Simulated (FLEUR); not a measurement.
CdTe:

```
Te Cd
1.0
     0.00000    3.20500    3.20500
     3.20500    0.00000    3.20500
     3.20500    3.20500    0.00000
Te Cd
1 1
Direct
  0.75000 0.75000 0.75000
  0.00000 0.00000 0.00000
```

Base run:

* Program: FLEUR MaX-R8.1 (later development tree)
* Functional: LDA (Wigner correlation)
* Potentials or basis: all-electron
* Basis: FLAPW
* Kmax: 3.8 1/bohr
* k mesh: 7 × 7 × 7
* Occupations: fermi-dirac, width 0.05 eV
* Spin: no spin polarisation

Its results: band gap on the k mesh 0.56 eV, direct.

Q: The run is repeated on the same cell with these changes: program from FLEUR MaX-R8.1 (later development tree) to FLEUR MaX-R8.1 (patched build s14); functional from LDA (Wigner correlation) to PBEsol. What comes out?

A: Band gap on the k mesh 0.75 eV, direct.

Caveats: spin-orbit coupling is left out, which moves the levels of the heavy elements.

The runs were made with more than one version of the program.
